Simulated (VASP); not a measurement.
# C: relaxation of cell and atoms with PBE+D3(BJ)

The system is C.

```
C
1.0
     2.46485    0.00000    0.00000
    -1.23243    2.13462    0.00000
     0.00000    0.00000    6.69061
C
4
Direct
  0.00000 0.00000 0.25000
  0.00000 0.00000 0.75000
  0.33333 0.66667 0.25000
  0.66667 0.33333 0.75000
```

```
Program                : VASP 6.6.1
Task                   : relaxation of cell and atoms
Functional             : PBE
Dispersion             : D3(BJ)
Potentials or basis    : VASP PAW PBE potentials, release 64 (C)
Cutoff                 : 600 eV
k mesh                 : 12 × 12 × 4
Occupations            : gaussian, width 0.03 eV
Spin                   : no spin polarisation
Further INCAR settings : ALGO = Normal; EDIFF = 1e-07; IBRION = 2; EDIFFG = -0.005; NSW = 90; ISIF = 3
```

```json
{"Relaxed volume": "8.79 Å³/atom", "Relaxed cell": "a = 2.465 Å, b = 2.465 Å, c = 6.682 Å, α = 90.00°, β = 90.00°, γ = 120.00°", "Space group after relaxing (to 0.05 Å)": "P6_3/mmc (No. 194)", "Energy gained by relaxing": "0.0 meV/atom", "Ionic steps": "6", "Pressure after relaxing": "0.0 GPa", "Band gap on the k mesh": "none (metal or under the smearing width)", "Dispersion energy per atom": "-0.157 eV"}
```

Stress tensor (GPa, compression positive):
```
-0.01  0.00  0.00
 0.00 -0.01  0.00
 0.00  0.00 -0.09
```

Final structure:
```
C
1.0
     2.46539    0.00000    0.00000
    -1.23270    2.13509    0.00000
     0.00000    0.00000    6.68159
C
4
Direct
  0.00000 0.00000 0.25000
  0.00000 0.00000 0.75000
  0.33333 0.66667 0.25000
  0.66667 0.33333 0.75000
```

Levels at points of the mesh, in eV from the Fermi level:
| k point | band 4 | band 5 | band 6 | band 7 | band 8 | band 9 | band 10 | band 11 | band 12 |
| --- | --- | --- | --- | --- | --- | --- | --- | --- | --- |
| (0.00, 0.00, 0.00) | -6.51 | -3.01 | -3.01 | -2.99 | -2.99 | 4.33 | 8.32 | 8.33 | 8.38 |
| (0.50, 0.00, 0.00) | -13.15 | -6.41 | -6.35 | -2.77 | -2.07 | 1.52 | 2.20 | 7.20 | 7.61 |
| (0.00, 0.00, 0.50) | -7.62 | -3.00 | -3.00 | -3.00 | -3.00 | 7.00 | 7.00 | 8.35 | 8.35 |
| (0.50, 0.00, 0.50) | -13.21 | -6.38 | -6.38 | -2.35 | -2.35 | 1.66 | 1.66 | 7.40 | 7.40 |

Run time: 27 s on 2 MPI ranks on Intel(R) Xeon(R) 6975P-C (Granite Rapids), on a shared host, peak memory 0.16 GiB a rank.
